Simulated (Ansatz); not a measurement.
**Co: from a trial structure to a relaxed crystal**

Method: DFT PBE, scalar-relativistic, plane waves, PAW (Ansatz).

The start puts Co on the beta-tungsten (A15) structure type (Pm-3n, No. 223), at a guessed volume.

Input of the last, converged step (default PAW datasets):

```yaml
crystal:
  lattice:
    - [4.4463256919, 0.0, 0.0]
    - [0.0, 4.4463256919, 0.0]
    - [0.0, 0.0, 4.4463256919]
  atoms:
    - { symbol: Co, position: [0.5, 0.5, 0.5], spin: 1.85 }
    - { symbol: Co, position: [0.0, 0.0, 0.0], spin: 1.85 }
    - { symbol: Co, position: [0.25, 0.0, 0.5], spin: 1.96 }
    - { symbol: Co, position: [0.5, 0.25, 0.0], spin: 1.96 }
    - { symbol: Co, position: [0.5, 0.75, 0.0], spin: 1.96 }
    - { symbol: Co, position: [0.75, 0.0, 0.5], spin: 1.96 }
    - { symbol: Co, position: [0.0, 0.5, 0.75], spin: 1.96 }
    - { symbol: Co, position: [0.0, 0.5, 0.25], spin: 1.96 }
basis:
  ecutwfc: 420
kpoints:
  mp_grid: { grid: [8, 8, 8] }
hamiltonian:
  xc: pbe
scf:
  occupations: { method: gaussian, width: 0.1 }
output:
  forces: true
  stress: true
  eigenvalues: true
  populations: true
magnetization:
  spin_polarized: true
relax:
  adjacent_minimum: "off"
  f_tol: 0.01
  max_steps: 80
  cell: { stress_tol: 0.05 }
```

It can be run as:

```bash
ansatz run input.yaml --threads 1 --pin off --backend cpu --events-out ev --progress --plain --runs-dir out  # memory cap (--max-ram) not shown
```

The program printed at the end:

```
--- Stress (GPa, compression-positive) ---
        0.038712       0.000000       0.000000
        0.000000       0.038712       0.000000
        0.000000       0.000000       0.038712
  P = ⅓ Tr σ = 0.0387 GPa (0.387 kbar)
  k-point 0 ↑: bands = ["-77.9617", "-77.9414", "-77.9414", "-77.8774", "-77.8774", "-77.8774", "-77.7865", "-77.7816", "-41.4533", "-41.4533", "-41.4212", "-41.2696", "-41.2696", "-41.2696", "-41.1913", "-41.1913", "-41.1913", "-41.1460", "-41.1460", "-41.1460", "-41.1246", "-41.1246", "-41.1246", "-41.0127", "-41.0127", "-41.0127", "-41.0024", "-41.0024", "-41.0024", "-40.9480", "-40.9480", "-40.9480", "9.2708", "13.0546", "13.0546", "13.6915", "13.8548", "13.8548", "13.8548", "14.1544", "14.3558", "14.3558", "14.3558", "14.5340", "14.5340", "14.5340", "14.8113", "15.0078", "15.0078", "15.2488", "15.2488", "15.5167", "15.5167", "15.5167", "15.8065", "15.8065", "15.8065", "16.4010", "16.4010", "16.4010", "16.5468", "16.5468", "16.5468", "16.7723", "16.7723", "16.7747", "16.7747", "17.2262", "17.2262", "17.2262", "17.4047", "17.4047", "17.4047", "19.3204", "19.3204", "19.3204", "20.9232", "20.9232", "21.2201", "26.3903", "26.3903", "26.3903", "26.9775", "26.9775", "27.3918", "27.3918", "27.3918", "28.5470", "28.5470", "28.5470", "29.5027"]
  k-point 1 ↑: bands = ["-77.9602", "-77.9419", "-77.9397", "-77.8801", "-77.8774", "-77.8774", "-77.7864", "-77.7819", "-41.4538", "-41.4445", "-41.4136", "-41.2684", "-41.2684", "-41.2623", "-41.1953", "-41.1953", "-41.1872", "-41.1452", "-41.1431", "-41.1431", "-41.1270", "-41.1270", "-41.1255", "-41.0201", "-41.0112", "-41.0112", "-41.0058", "-41.0012", "-41.0012", "-40.9651", "-40.9484", "-40.9484", "9.3992", "12.9784", "13.1335", "13.4626", "13.8439", "13.8439", "14.1095", "14.1426", "14.3307", "14.3307", "14.3673", "14.3924", "14.5691", "14.5691", "14.7774", "14.9040", "15.1682", "15.2590", "15.2720", "15.4156", "15.4156", "15.4860", "15.8618", "15.8824", "15.8824", "16.3362", "16.3853", "16.3853", "16.3952", "16.6110", "16.6110", "16.7426", "16.7559", "16.7656", "16.9863", "17.2475", "17.2684", "17.2684", "17.3704", "17.3704", "17.4043", "18.5856", "19.3961", "19.3961", "20.8800", "21.0513", "22.0814", "25.3774", "25.3774", "25.3938", "26.1606", "27.5023", "27.7776", "27.8229", "27.8229", "29.3883", "29.3883", "29.7202", "30.0816"]
  k-point 2 ↑: bands = ["-77.9565", "-77.9432", "-77.9341", "-77.8879", "-77.8774", "-77.8774", "-77.7860", "-77.7826", "-41.4546", "-41.4412", "-41.3699", "-41.2654", "-41.2654", "-41.2419", "-41.2028", "-41.2028", "-41.1782", "-41.1429", "-41.1403", "-41.1403", "-41.1304", "-41.1304", "-41.1278", "-41.0464", "-41.0154", "-41.0077", "-41.0077", "-41.0065", "-40.9985", "-40.9985", "-40.9495", "-40.9495", "9.7771", "12.6915", "13.1847", "13.2967", "13.8257", "13.8257", "14.0201", "14.2512", "14.2512", "14.2615", "14.3627", "14.4009", "14.6462", "14.6462", "14.6978", "14.8894", "15.2789", "15.3181", "15.3957", "15.3957", "15.4241", "15.4361", "15.8436", "15.8436", "15.9994", "16.0702", "16.3261", "16.3261", "16.3826", "16.6696", "16.6999", "16.7520", "16.7520", "16.7692", "17.2203", "17.2342", "17.2342", "17.2932", "17.4013", "17.4942", "17.4942", "17.6450", "19.6009", "19.6009", "20.7644", "20.9606", "23.4956", "24.0791", "24.0791", "24.3883", "25.6171", "27.8304", "28.1681", "28.1681", "28.3977", "30.9868", "30.9868", "31.0373", "31.4817"]
  k-point 34 ↓: bands = ["-75.7527", "-75.7527", "-75.7527", "-75.7527", "-75.7527", "-75.7527", "-75.6905", "-75.6905", "-39.1694", "-39.1694", "-39.1694", "-39.1694", "-39.1694", "-39.1694", "-39.0836", "-39.0836", "-39.0477", "-39.0477", "-39.0477", "-39.0477", "-39.0477", "-39.0477", "-39.0117", "-39.0117", "-39.0117", "-39.0117", "-38.9566", "-38.9566", "-38.9566", "-38.9566", "-38.9566", "-38.9566", "13.9515", "13.9515", "13.9515", "13.9515", "13.9515", "13.9515", "14.0500", "14.0500", "15.9231", "15.9231", "15.9231", "15.9231", "16.4360", "16.4360", "16.4360", "16.4360", "16.4360", "16.4360", "16.6015", "16.6015", "16.6015", "16.6015", "16.6015", "16.6015", "18.2210", "18.2210", "18.2210", "18.2210", "18.2210", "18.2210", "18.9835", "18.9835", "18.9835", "18.9835", "18.9835", "18.9835", "19.1853", "19.1853", "19.1853", "19.1853", "19.8220", "19.8220", "19.8220", "19.8220", "19.8220", "19.8220", "19.9951", "19.9951", "32.7614", "32.7614", "32.7614", "32.7614", "32.7614", "32.7614", "32.9127", "32.9127", "32.9127", "32.9127", "33.0395"]
--- Relaxed structure (3 steps of the walk, 3 accepted, 1 SCFs on fresh bases) ---
  F+E_penalty+E_count = -41008.46901303 eV   max|allowed force component| = 3.988e-17 eV/Å   (the final SCF, on the basis selected at the relaxed cell)
  cell:  # Å, volume = 88.9511 Å³
    - [4.463927, 0.000000, 0.000000]
    - [0.000000, 4.463927, 0.000000]
    - [0.000000, 0.000000, 4.463927]
  atoms:
    - { symbol: Co, position: [0.5, 0.5, 0.5] }
    - { symbol: Co, position: [0.000000, 0.000000, 0.000000] }
    - { symbol: Co, position: [0.25, 0.000000, 0.5] }
    - { symbol: Co, position: [0.5, 0.25, 0.000000] }
    - { symbol: Co, position: [0.5, 0.750000, 0.000000] }
    - { symbol: Co, position: [0.750000, 0.000000, 0.5] }
    - { symbol: Co, position: [0.000000, 0.5, 0.750000] }
    - { symbol: Co, position: [0.000000, 0.5, 0.25] }
--- Löwdin populations: 8 sites ---
  site symbol q [e]    m [muB]
     0     Co     16.7710     1.7155
     1     Co     16.7710     1.7155
     2     Co     16.7854     1.7672
     3     Co     16.7854     1.7672
     4     Co     16.7854     1.7672
     5     Co     16.7854     1.7672
     6     Co     16.7854     1.7672
     7     Co     16.7854     1.7672
  spilling = 0.012834 (of n_electrons = 136.000000)
```

Total energies depend on the potentials used, so only differences within one code and one set of settings carry meaning.

The result has space group Pm-3n (No. 223). Co on Wyckoff site a (2 atoms of the primitive cell) is coordinated by 12 Co at 2.50 Å; Co on Wyckoff site c (6 atoms of the primitive cell) is coordinated by 2 Co at 2.23 Å, 4 Co at 2.50 Å and 8 Co at 2.73 Å.

It lies 0.10 eV/atom above the element's standard state at the same level.

The k mesh leaves about 4 meV/atom of noise in metals.

Symmetry constrained the relaxation, so the result can be a saddle point.